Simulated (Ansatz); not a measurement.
**HgTe: elastic constants from stress and strain**

```yaml
crystal:
  lattice:
    - [0.00000, 2.92150, 2.92150]
    - [2.92150, 0.00000, 2.92150]
    - [2.92150, 2.92150, 0.00000]
  atoms:
    - { symbol: Hg, position: [0.00000, 0.00000, 0.00000] }
    - { symbol: Te, position: [0.50000, 0.50000, 0.50000] }
```

Atoms are numbered in the order listed.

The conventional cell has a = 5.843 Å, b = 5.843 Å, c = 5.843 Å, α = 90.00°, β = 90.00°, γ = 90.00°. Around Hg (atom 1) lie 6 Te at 2.92 Å. Te (atom 2) is surrounded by 6 Hg at 2.92 Å.

The cell comes from COD entry 1538296, which wasn't checked; take it as a given geometry.

Spin–orbit coupling is left out, though it moves levels of the heavy atoms by tenths of an eV or more.

Computed with Ansatz 0.2.0, DFT, PBEsol, all-electron LAPW, scalar-relativistic.

The runs use a Γ-centred 12×12×12 k mesh, Fermi–Dirac smearing of 0.08 eV, basis error target 1 meV/atom, no spin polarisation.

The unstrained cell is at 6.07 GPa. Large strains and very small stresses are left out. Each strain is applied once, with fractional coordinates held (clamped ions), and σ below is the change of stress, positive in tension. One finite strain gives stress–strain coefficients at this pressure with an error of the order of the strain times third-order constants, a few per cent for each per cent of strain. In a metal the k mesh adds noise of tens of per cent to soft shears.

Q: With equal xy, yz and zx engineering shear strains of -1 %, the run gives σxy = -0.14 GPa and γxy = 2εxy = -0.0100. Which stiffness follows?

A: C44 (clamped ions) = σxy/γxy = 14 GPa.

Q: Estimate the stiffness probed by this change, and the stress that it gives: equal xy, yz and zx engineering shear strains of +1 %.

A: σxy = 0.15 GPa and γxy = 2εxy = 0.0100, so C44 (clamped ions) = σxy/γxy = 15 GPa.
